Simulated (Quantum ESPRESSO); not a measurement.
Crystal: Pb.

```
CELL_PARAMETERS angstrom
0.00000 2.47502 2.47502
2.47502 0.00000 2.47502
2.47502 2.47502 0.00000
ATOMIC_POSITIONS crystal
Pb 0.00000 0.00000 0.00000
```

Base run:

```yaml
Program: Quantum ESPRESSO 7.5
Functional: HCTH
Potentials_or_basis: PseudoDojo 0.4.1 SR PBE standard
Cutoff: 762 eV
Density_cutoff: 3048 eV
k_mesh: 9 × 9 × 9
Occupations: fermi-dirac, width 0.05 eV
Spin: no spin polarisation
```

Its results: band gap on the k mesh none (metal or under the smearing width); pressure 5.0 GPa.

Q: After a change of settings the same cell gave: band gap on the k mesh none (metal or under the smearing width); pressure -1.4 GPa. Which change was it?
A. functional from HCTH to rPW86PBE; dispersion from none to rVV10
B. functional from HCTH to AM05
C. functional from HCTH to SOGGA
D. functional from HCTH to PBEint

A: C.

Caveats: the potentials were made for another functional, which shifts forces and pressure; spin-orbit coupling is left out, which moves the levels of the heavy elements; some levels on the path didn't converge (some runs); SOGGA exchange is joined with the correlation of PBE here (some runs).
